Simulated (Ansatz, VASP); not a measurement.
## C: VASP beside Ansatz

INCAR

```
  PREC = Accurate
  ENCUT = 520
  EDIFF = 1E-6
  ISMEAR = 0
  SIGMA = 0.02
  LREAL = F
  LASPH = T
  NELM = 60
  ALGO = Normal
  ISIF = 2
  LWAVE = F
  LCHARG = F
  GGA = PE
  NBANDS = 11
```

Contents of KPOINTS:

```
Automatic mesh
0
Gamma
  12 12 12
```

File POSCAR:

```
C
1.0
    0.0000000000      1.8714464580      1.8714464580
    1.8714464580      0.0000000000      1.8714464580
    1.8714464580      1.8714464580      0.0000000000
C
2
Direct
    0.5000000000      0.5000000000      0.5000000000
    0.7500000000      0.7500000000      0.7500000000
```

Input for Ansatz:

```yaml
crystal:
  lattice:
    - [0.0, 1.871446458, 1.871446458]
    - [1.871446458, 0.0, 1.871446458]
    - [1.871446458, 1.871446458, 0.0]
  atoms:
    - { symbol: C, position: [0.5, 0.5, 0.5] }
    - { symbol: C, position: [0.75, 0.75, 0.75] }
basis:
  ecutwfc: 420
kpoints:
  mp_grid: { grid: [12, 12, 12] }
hamiltonian:
  xc: pbe
scf:
  occupations: { method: gaussian, width: 0.02 }
output:
  forces: true
  stress: true
  eigenvalues: true
```

Alike in both runs: task single point; functional PBE; k mesh 12 × 12 × 12; occupations gaussian, width 0.02 eV; no spin polarisation.

|  | VASP | Ansatz |
| --- | --- | --- |
| version | VASP 6.6.1 | Ansatz 0.2.0 |
| potentials or method | VASP PAW PBE potentials, release 64 (C) | scalar-relativistic, plane waves, PAW |
| plane-wave cutoff (eV) | 520 | 420 |
| valence electrons in the cell | 8 | 8 |

|  | VASP | Ansatz | Ansatz less VASP |
| --- | --- | --- | --- |
| gap on the k mesh at the Fermi level (eV) | 3.83 | 3.84 | +0.008 |
| least direct gap on the mesh (eV) | 5.19 | 5.20 | +0.008 |
| pressure (GPa) | -46.5 | -46.7 | -0.21 |

Caveats: the cell as given lies far from equilibrium; so large a pressure means that the cell lies far from this level's equilibrium, or that cutoff or potentials fall short (VASP).
